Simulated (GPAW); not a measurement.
Crystal: NiO.

```xyz
2
Lattice="0.0000 2.0859 2.0859 2.0859 0.0000 2.0859 2.0859 2.0859 0.0000" Properties=species:S:1:pos:R:3 pbc="T T T"
Ni    0.0000    0.0000    0.0000
O     2.0859    2.0859    2.0859
```

Base run:

| Property | Result |
| --- | --- |
| Program | GPAW 26.7.0 |
| Functional | PBE |
| Potentials or basis | GPAW PAW data sets (gpaw-data 1.2.1) |
| Cutoff | 800 eV |
| Basis | pw |
| k mesh | 8 × 8 × 8 |
| Occupations | fermi-dirac, width 0.05 eV |
| Spin | collinear spin, ferromagnetic start |
| Starting moments | [1.0, 0.0] μB |
| Hubbard terms | Ni d U = 1 eV |

Its results: pressure 2.0 GPa; net moment 0.00 μB per cell.

Problem. The run is repeated on the same cell with these changes: potentials or basis from GPAW PAW data sets (gpaw-data 1.2.1) to JTH PAW 2.0, PBE; hubbard terms from Ni d U = 1 eV to none; valence electrons from 22 to 24. What comes out?

Solution. Pressure -10.2 GPa; net moment 0.00 μB per cell.

Caveats: the run has no moments, though such compounds are often magnetic; a magnetic state may lie lower; the stock nickel data set gives pressures a few GPa off other programs (some runs); the program truncates these outside data sets (some runs).
